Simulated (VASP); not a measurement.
# CH4 in VASP: settings compared

One molecule, CH4, is run at these levels: PBE+D3(BJ), PBE, RPBE; tasks: relaxation of the atoms, single point.

Program: VASP 6.6.1. These are calculated values, not measurements. Logs are shortened: lines on timing, memory, paths and dates and some standing lists are left out, and cuts for length are marked.

## 1. Starting point

The cell holds a molecule in a box, 5 atoms: a = 12.228 Å, b = 12.728 Å, c = 13.228 Å, α = 90.00°, β = 90.00°, γ = 90.00°.

## 2. Relaxation of the atoms, PBE+D3(BJ)

File INCAR:

```
  PREC = Accurate
  ENCUT = 400
  EDIFF = 1E-7
  ISMEAR = 0
  SIGMA = 0.01
  LREAL = False
  LASPH = True
  NELM = 100
  ALGO = Fast
  ISIF = 2
  LWAVE = False
  LCHARG = False
  GGA = PE
  IVDW = 12
  IBRION = 2
  NSW = 120
  EDIFFG = -0.03
  ISYM = 0
```

File KPOINTS:

```
Automatic mesh
0
Gamma
  1 1 1
```

File POSCAR:

```
H4C
1.0
   12.2281593986      0.0000000000      0.0000000000
    0.0000000000     12.7281593986      0.0000000000
    0.0000000000      0.0000000000     13.2281593986
C H
1 4
Selective dynamics
Direct
    0.4999999746      0.5039282366      0.5000000189  F F F
    0.5173345505      0.4293487649      0.5358622253  T T T
    0.5618512116      0.5605660393      0.5212959882  T T T
    0.4205250036      0.5317037917      0.5240997884  T T T
    0.5002892596      0.4940946564      0.4187419792  T T T
```

Potentials or basis: VASP PAW PBE potentials, release 64 (C, H).

Started as:

```
> cat potpaw_PBE.64/C/POTCAR potpaw_PBE.64/H/POTCAR > POTCAR
> mpirun -np 4 vasp_gam > vasp.out
```

OUTCAR:

```text
PREC = Accurate
   ENCUT = 400
   EDIFF = 1E-7
   ISMEAR = 0
   LREAL = False
   LASPH = True
   NELM = 100
   ISIF = 2
   GGA = PE
   IVDW = 12
   IBRION = 2
   NSW = 120
   EDIFFG = -0.03
   ISYM = 0
 IVDW          = 12

 ion  position               nearest neighbor table
   1  0.500  0.504  0.500-   2 1.08   4 1.08   5 1.08   3 1.08
   2  0.517  0.429  0.536-   1 1.08
   3  0.562  0.561  0.521-   1 1.08
   4  0.421  0.532  0.524-   1 1.08
   5  0.500  0.494  0.419-   1 1.08

IMPORTANT INFORMATION: All symmetrisations will be switched off!
NOSYMM: (Re-)initialisation of all symmetry stuff for point group C_1.

----------------------------------------------------------------------------------------

                                     Primitive cell

  volume of cell :    2058.8567

  direct lattice vectors                    reciprocal lattice vectors
    12.228159399  0.000000000  0.000000000     0.081778456  0.000000000  0.000000000
     0.000000000 12.728159399  0.000000000     0.000000000  0.078565955  0.000000000
     0.000000000  0.000000000 13.228159399     0.000000000  0.000000000  0.075596307

  length of vectors
    12.228159399 12.728159399 13.228159399     0.081778456  0.078565955  0.075596307

  position of ions in fractional coordinates (direct lattice)
     0.499999975  0.503928237  0.500000019
     0.517334551  0.429348765  0.535862225
     0.561851212  0.560566039  0.521295988
     0.420525004  0.531703792  0.524099788
     0.500289260  0.494094656  0.418741979

  ion indices of the primitive-cell ions
   primitive index   ion index
                 1           1
                 2           2
                 3           3
                 4           4
                 5           5

----------------------------------------------------------------------------------------

 KPOINTS: Automatic mesh

Automatic generation of k-mesh.
 Grid dimensions read from file:
 generate k-points for:    1    1    1

 Generating k-lattice:

  Cartesian coordinates                     Fractional coordinates (reciprocal lattice)
     0.081778456  0.000000000  0.000000000     1.000000000  0.000000000  0.000000000
     0.000000000  0.078565955  0.000000000     0.000000000  1.000000000  0.000000000
     0.000000000  0.000000000  0.075596307     0.000000000  0.000000000  1.000000000

  Length of vectors
     0.081778456  0.078565955  0.075596307

  Shift w.r.t. Gamma in fractional coordinates (k-lattice)
     0.000000000  0.000000000  0.000000000

 Subroutine IBZKPT returns following result:
 ===========================================

 Found      1 irreducible k-points:

 Following reciprocal coordinates:
            Coordinates               Weight
  0.000000  0.000000  0.000000      1.000000
   k-points           NKPTS =      1   k-points in BZ     NKDIM =      1   number of bands    NBANDS=      8
   number of dos      NEDOS =    301   number of ions     NIONS =      5
   total plane-waves  NPLWV = 604800
   dimension x,y,z NGX =    80 NGY =   84 NGZ =   90
   dimension x,y,z NGXF=   160 NGYF=  168 NGZF=  180
   ions per type =               1   4
   NGX,Y,Z   is equivalent  to a cutoff of  10.88, 10.97, 11.31 a.u.
   NGXF,Y,Z  is equivalent  to a cutoff of  21.75, 21.94, 22.62 a.u.
 SYSTEM =  unknown system
   PREC   = accura    normal or accurate (medium, high low for compatibility)
   ISTART =      0    job   : 0-new  1-cont  2-samecut
   ICHARG =      2    charge: 1-file 2-atom 10-const
   ISPIN  =      1    spin polarized calculation?
   LNONCOLLINEAR =      F non collinear calculations
   LSORBIT =      F    spin-orbit coupling
   LASPH  =      T    aspherical Exc in radial PAW
   ENCUT  =  400.0 eV  29.40 Ry    5.42 a.u.  19.94 20.76 21.57*2*pi/ulx,y,z
   NELM   =    100;   NELMIN=  2; NELMDL= -5     # of ELM steps
   EDIFF  = 0.1E-06   stopping-criterion for ELM
   LREAL  =      F    real-space projection
   EDIFFG = -.3E-01   stopping-criterion for IOM
   NSW    =    120    number of steps for IOM
   IBRION =      2    ionic relax: 0-MD 1-quasi-New 2-CG
   NFREE  =      1    steps in history (QN), initial steepest desc. (CG)
   ISIF   =      2    stress and relaxation
   ISYM   =      0    0-nonsym 1-usesym 2-fastsym
   POTIM  = 0.5000    time-step for ionic-motion
   TEBEG  =    0.0;   TEEND  =   0.0 temperature during run
   PSTRESS=    0.0 pullay stress
   NELECT =       8.0000    total number of electrons
   NUPDOWN=      -1.0000    fix difference up-down
   EMIN   =  10.00;   EMAX   =-10.00  energy-range for DOS
   EFERMI =   0.00;   METHOD = LEGACY
   ISMEAR =     0;   SIGMA  =   0.01  broadening in eV -4-tet -1-fermi 0-gaus
   EFERMI_NEDOS =   21; number of points for ismear=-14 and -15
   IALGO  =     68    algorithm
   IMIX   =      4    mixing-type and parameters
     AMIX     =   0.40;   BMIX     =  1.00
     AMIX_MAG =   1.60;   BMIX_MAG =  1.00
  volume/ion in A,a.u.               =     411.77      2778.77
  Fermi-wavevector in a.u.,A,eV,Ry     =   0.257373  0.486364  0.901261  0.066241
  Thomas-Fermi vector in A             =   1.081771
   LORBIT       =      0    0 simple, 1 ext, 2 COOP (PROOUT), +10 PAW based schemes
   GGA     = PE    functional components
   LHFCALC =     F    Hartree Fock is set to
   AEXX    =    0.0000 exact exchange contribution
   IVDW    =    12    specifies the selected vdW correction
   LEPSILON=     F    determine dielectric tensor
   LRPA    =     F    only Hartree local field effects (RPA)
 conjugate gradient relaxation of ions
 non-spin polarized calculation
 RMM-DIIS sequential band-by-band and
 Gauss-broadening in eV      SIGMA  =   0.01
  energy-cutoff  :      400.00
  volume of cell :     2058.86
 maximum number of plane-waves:     18669
 NGX is ok and might be reduce to    80
   NGX = 39   NGY = 41   NGZ = 43

--------------------------------------- Ionic step        1  -------------------------------------------

 number of electron       7.9999996 magnetization

 Free energy of the ion-electron system (eV)
  ---------------------------------------------------
  ext. energy  EPLUGINS =         0.00000000
  ---------------------------------------------------
  free energy    TOTEN  =       -24.01625082 eV

  energy without entropy =      -24.01625082  energy(sigma->0) =      -24.01625082

------------------------ aborting loop because EDIFF is reached ----------------------------------------

 Edisp (eV)   -0.03233

 E8    (eV) :    -0.0080

  FORCE on cell =-STRESS in cart. coord.  units (eV):
  Direction    XX          YY          ZZ          XY          YZ          ZX
  --------------------------------------------------------------------------------------
  -------------------------------------------------------------------------------------
  Total       0.31639     0.31732     0.31949     0.00039    -0.00000     0.00031
  in kB       0.24621     0.24694     0.24862     0.00031    -0.00000     0.00024
  external pressure =        0.25 kB  Pullay stress =        0.00 kB

 VOLUME and BASIS-vectors are now :
 -----------------------------------------------------------------------------
  energy-cutoff  :      400.00
  volume of cell :     2058.86
      direct lattice vectors                 reciprocal lattice vectors
    12.228159399  0.000000000  0.000000000     0.081778456  0.000000000  0.000000000
     0.000000000 12.728159399  0.000000000     0.000000000  0.078565955  0.000000000
     0.000000000  0.000000000 13.228159399     0.000000000  0.000000000  0.075596307
[... 44 lines left out ...]
 POSITION                                       TOTAL-FORCE (eV/Angst)
 -----------------------------------------------------------------------------------
      6.11408      6.41408      6.61408        -0.000228      0.000245      0.000450
      6.33078      5.44370      7.09902        -0.058173      0.261107     -0.130614
      6.88723      7.15103      6.90206        -0.208146     -0.198244     -0.077635
      5.12061      6.77548      6.93995         0.267293     -0.097312     -0.088235
      6.11771      6.28611      5.51527        -0.000746      0.034204      0.296034
 -----------------------------------------------------------------------------------
    total drift:                                0.000130      0.000434      0.000148

  FREE ENERGIE OF THE ION-ELECTRON SYSTEM (eV)
  ---------------------------------------------------
  free  energy   TOTEN  =       -24.0574547389 eV

  energy  without entropy=      -24.0574547389  energy(sigma->0) =      -24.05745474

--------------------------------------- Ionic step        3  -------------------------------------------

 number of electron       7.9999996 magnetization

 Free energy of the ion-electron system (eV)
  ---------------------------------------------------
  ext. energy  EPLUGINS =         0.00000000
  ---------------------------------------------------
  free energy    TOTEN  =       -24.03076300 eV

  energy without entropy =      -24.03076300  energy(sigma->0) =      -24.03076300

 E-fermi :  -9.2953     XC(G=0):  -0.3877

 val. band max:       -9.3506946031   @ k =   0.0000   0.0000   0.0000
 cond. band min:      -0.4542599870   @ k =   0.0000   0.0000   0.0000
 fundamental gap:      8.8964346162
 Fermi energy:        -9.2952960175

 k-point     1 :       0.0000    0.0000    0.0000
  band No.  band energies     occupation
      1     -16.9468      2.00000
      2      -9.3512      2.00000
      3      -9.3511      2.00000
      4      -9.3507      2.00000
      5      -0.4543      0.00000
      6       0.4072      0.00000
      7       0.5950      0.00000
      8       0.6462      0.00000

------------------------ aborting loop because EDIFF is reached ----------------------------------------

 Edisp (eV)   -0.03231

 E8    (eV) :    -0.0080

  FORCE on cell =-STRESS in cart. coord.  units (eV):
  Direction    XX          YY          ZZ          XY          YZ          ZX
  --------------------------------------------------------------------------------------
  -------------------------------------------------------------------------------------
  Total      -0.38463    -0.38403    -0.38128     0.00093    -0.00074    -0.00063
  in kB      -0.29931    -0.29885    -0.29671     0.00072    -0.00058    -0.00049
  external pressure =       -0.30 kB  Pullay stress =        0.00 kB
[... 10 lines left out ...]
 POSITION                                       TOTAL-FORCE (eV/Angst)
 -----------------------------------------------------------------------------------
      6.11408      6.41408      6.61408        -0.000072      0.000191      0.000645
      6.32894      5.45191      7.09492         0.000139      0.000743     -0.000597
      6.88069      7.14478      6.89962        -0.000786     -0.000477     -0.000180
      5.12902      6.77242      6.93720         0.000678     -0.000146     -0.000915
      6.11767      6.28720      5.52457         0.000041     -0.000311      0.001047
 -----------------------------------------------------------------------------------
    total drift:                                0.000393      0.000831      0.000497

  FREE ENERGIE OF THE ION-ELECTRON SYSTEM (eV)
  ---------------------------------------------------
  free  energy   TOTEN  =       -24.0630700146 eV

  energy  without entropy=      -24.0630700146  energy(sigma->0) =      -24.06307001

 reached required accuracy - stopping structural energy minimisation
```

Run time: 2.3 min. Hardware: 4 MPI ranks of Intel Xeon Platinum 8175M at 2.50GHz (Skylake/Cascade Lake), shared host; peak memory 0.41 GiB.

Results:

| Quantity | Value |
| --- | --- |
| Free energy | -24.0631 eV |
| Energy gained by relaxing | 2.9 meV/atom |
| Ionic steps | 3 |
| Gap between the frontier levels | 8.90 eV |
| Dispersion energy per atom | -0.006 eV |

Step by step:
| step | energy change (eV) | largest force (eV/Å) | pressure (GPa) |
| --- | --- | --- | --- |
| 1 | 0.0000 | 0.4993 | 0.02 |
| 2 | -0.0089 | 0.2980 | -0.06 |
| 3 | -0.0145 | 0.0011 | -0.03 |

Final structure:
```xyz
5
Lattice="12.2282 0.0000 0.0000 0.0000 12.7282 0.0000 0.0000 0.0000 13.2282" Properties=species:S:1:pos:R:3 pbc="T T T"
C     6.1141    6.4141    6.6141
H     6.3289    5.4519    7.0949
H     6.8807    7.1448    6.8996
H     5.1290    6.7724    6.9372
H     6.1177    6.2872    5.5246
```

Caveat: the cutoff is under 1.25 times the usual one of these potentials, so pressure, stress and relaxed cells hold a basis-set (Pulay) error.

## 3. Single point, PBE

File INCAR:

```
ALGO     = Fast           # electronic algorithm
EDIFF    = 1E-7           # SCF threshold, eV
ENCUT    = 400            # plane-wave cutoff, eV
GGA      = PE             # functional
ISIF     = 2              # what is computed and relaxed
ISMEAR   = 0              # smearing method
ISYM     = 0            
LASPH    = T              # aspherical terms in the spheres
LCHARG   = F              # write CHGCAR
LREAL    = F              # projectors in reciprocal space
LWAVE    = F              # write WAVECAR
NELM     = 100            # most SCF steps
PREC     = Accurate       # precision mode
SIGMA    = 0.01           # smearing width, eV
```

File KPOINTS:

```
k-points
0
Gamma
  1 1 1
```

File POSCAR:

```
H4C                                     
1.0
   12.2281593986      0.0000000000      0.0000000000
    0.0000000000     12.7281593986      0.0000000000
    0.0000000000      0.0000000000     13.2281593986
  C               H             
     1     4
Selective dynamics
Direct
     0.4999999746000015    0.5039282365999966    0.5000000189000033   F   F   F
     0.5175708436815167    0.4283348719395596    0.5363496462880663   T   T   T
     0.5626919372685905    0.5613365793681653    0.5215856043054216   T   T   T
     0.4194437372790111    0.5320815378846260    0.5244263536710349   T   T   T
     0.5002936830799563    0.4939601754749627    0.4176371138948987   T   T   T
```

Potentials or basis: VASP PAW PBE potentials, release 64 (C, H).

Started as:

```
> cat potpaw_PBE.64/C/POTCAR potpaw_PBE.64/H/POTCAR > POTCAR
> mpirun -np 4 vasp_gam > vasp.out
```

Wall time 59 s (4 MPI ranks of Intel Xeon Platinum 8175M at 2.50GHz (Skylake/Cascade Lake), shared host); peak memory 0.39 GiB.

Results (log left out):

```
Free energy                     : -24.0308 eV
Gap between the frontier levels : 8.90 eV
```

Levels at points of the mesh, in eV from the valence-band top:
```
           k point  band 2  band 3  band 4  band 5  band 6  band 7
(0.00, 0.00, 0.00)    0.00    0.00    0.00    8.90    9.98   10.01
```

Caveat: the cutoff is under 1.25 times the usual one of these potentials, so pressure, stress and relaxed cells hold a basis-set (Pulay) error.

## 4. Single point, RPBE

INCAR: that of step 3 with these lines changed.

```diff
@@ -3,3 +3,3 @@
 ENCUT    = 400            # plane-wave cutoff, eV
-GGA      = PE             # functional
+GGA      = RP             # functional
 ISIF     = 2              # what is computed and relaxed
```

KPOINTS is that of step 3.

POSCAR is that of step 3.

Started as:

```
> cat potpaw_PBE.64/C/POTCAR potpaw_PBE.64/H/POTCAR > POTCAR
> mpirun -np 4 vasp_gam > vasp.out
```

Run time: 58 s. Hardware: 4 MPI ranks of Intel Xeon Platinum 8175M at 2.50GHz (Skylake/Cascade Lake), shared host; peak memory 0.39 GiB.

Results (log left out):

- Free energy: -24.0312 eV
- Largest force: 0.049 eV/Å
- Gap between the frontier levels: 8.83 eV

Forces in eV/Å, atoms in the order of the input:
```
C    0.000  0.000  0.000
H    0.010 -0.043  0.021
H    0.034  0.033  0.013
H   -0.044  0.016  0.014
H    0.000 -0.006 -0.048
```

Levels at points of the mesh, in eV from the valence-band top:
| k point | band 2 | band 3 | band 4 | band 5 | band 6 | band 7 |
| --- | --- | --- | --- | --- | --- | --- |
| (0.00, 0.00, 0.00) | 0.00 | 0.00 | 0.00 | 8.83 | 9.93 | 9.97 |

Caveat: the cutoff is under 1.25 times the usual one of these potentials, so pressure, stress and relaxed cells hold a basis-set (Pulay) error; the PAW data sets were made with another functional, which shifts forces and pressure a little. RPBE gaps usually lie below the measured ones, often by a third to a half.

## 5. Overview

| task | level | cell | atoms held fixed (from 0) | gap on the mesh (eV) |
| --- | --- | --- | --- | --- |
| relaxation of the atoms | PBE+D3(BJ) | atoms relaxed | [0] | 8.90 |
| single point | PBE | as given | - | 8.90 |
| single point | RPBE | as given | - | 8.83 |

Alike in all rows: potentials or basis VASP PAW PBE potentials, release 64 (C, H); no spin polarisation; k mesh 1 × 1 × 1; cutoff (eV) 400; smearing gaussian 0.01 eV.

Caveats: the cutoff is under 1.25 times the usual one of these potentials, so pressure, stress and relaxed cells hold a basis-set (Pulay) error; the PAW data sets were made with another functional, which shifts forces and pressure a little (some runs).

Total energies depend on the potentials used, so only differences within one code and one set of settings carry meaning.
